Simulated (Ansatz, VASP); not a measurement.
NaI in VASP and in Ansatz

The input INCAR:

```
SYSTEM = NaI
  ALGO = Normal
  EDIFF = 1E-6
  ENCUT = 520
  GGA = PE
  ISIF = 2
  ISMEAR = 0
  LASPH = .True.
  LCHARG = .False.
  LREAL = .False.
  LWAVE = .False.
  NBANDS = 14
  NELM = 60
  PREC = Accurate
  SIGMA = 0.02
```

KPOINTS

```
k-points
0
Gamma
  6 6 6
  0 0 0
```

POSCAR

```
NaI
1.0
    0.0000000000      3.1284543342      3.1284543342
    3.1284543342      0.0000000000      3.1284543342
    3.1284543342      3.1284543342      0.0000000000
Na I
1 1
Direct
    0.5000000000      0.5000000000      0.5000000000
    0.0000000000      0.0000000000      0.0000000000
```

Input for Ansatz:

```yaml
crystal:
  lattice:
    - [0.0, 3.1284543342, 3.1284543342]
    - [3.1284543342, 0.0, 3.1284543342]
    - [3.1284543342, 3.1284543342, 0.0]
  atoms:
    - { symbol: Na, position: [0.5, 0.5, 0.5] }
    - { symbol: I, position: [0.0, 0.0, 0.0] }
basis:
  ecutwfc: 420
kpoints:
  mp_grid: { grid: [6, 6, 6] }
hamiltonian:
  xc: pbe
scf:
  occupations: { method: gaussian, width: 0.02 }
output:
  forces: true
  stress: true
  eigenvalues: true
```

Alike in both runs: task single point; functional PBE; k mesh 6 × 6 × 6; occupations gaussian, width 0.02 eV; no spin polarisation.

|  | VASP | Ansatz |
| --- | --- | --- |
| version | VASP 6.6.1 | Ansatz 0.2.0 |
| potentials or method | VASP PAW PBE potentials, release 64 (Na_pv, I) | scalar-relativistic, plane waves, PAW |
| plane-wave cutoff (eV) | 520 | 420 |
| valence electrons in the cell | 14 | 26 |

Ansatz gave:

* gap on the k mesh at the Fermi level (eV): 3.94
* least direct gap on the mesh (eV): 3.94
* pressure (GPa): 2.6

**Question.** Which values does VASP return?

**Answer.** gap on the k mesh at the Fermi level (eV): 3.94; least direct gap on the mesh (eV): 3.94; pressure (GPa): 2.7.

With one functional, cell and mesh, what is left measures potentials, basis and numerics. The two sets of potentials don't hold the same shells in valence.

Caveats: spin-orbit coupling is left out, which moves the levels of the heavy elements.
